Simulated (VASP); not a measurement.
Input of a VASP 6.6.1 run:

Contents of INCAR:

```
PREC = Accurate ; ENCUT = 600
EDIFF = 1E-7 ; ISMEAR = 0
SIGMA = 0.03 ; LREAL = False
LASPH = True ; NELM = 80
ALGO = Fast ; ISIF = 2
LWAVE = False ; LCHARG = False
GGA = PS ; IBRION = 2
NSW = 40 ; EDIFFG = -0.01
```

KPOINTS

```
Automatic mesh
0
Gamma
  12 12 12
```

The input POSCAR:

```
SiC                                     
1.0
   -0.0000000000      2.0457879961      2.0457879961
    2.0457879961     -0.0000000000      2.0457879961
    2.0457879961      2.0457879961     -0.0000000000
  Si              C             
     1     1
Direct
     0.0000000000000000    0.0000000000000000    0.0000000000000000
     0.5000000000000000    0.5000000000000000    0.5000000000000000
```

Potentials or basis: VASP PAW PBE potentials, release 64 (Si, C).

Run with:

```bash
$ cat potpaw_PBE.64/Si/POTCAR potpaw_PBE.64/C/POTCAR > POTCAR
$ mpirun -np 1 vasp_std > vasp.out
```

Q: Predict the band gap on the k mesh.

A: None (metal or under the smearing width).

Final structure:
```
CELL_PARAMETERS angstrom
0.00000 2.04579 2.04579
2.04579 0.00000 2.04579
2.04579 2.04579 0.00000
ATOMIC_POSITIONS crystal
Si 0.00000 0.00000 0.00000
C 0.50000 0.50000 0.50000
```

Caveat: the relaxation stopped at its first step, so nothing moved.
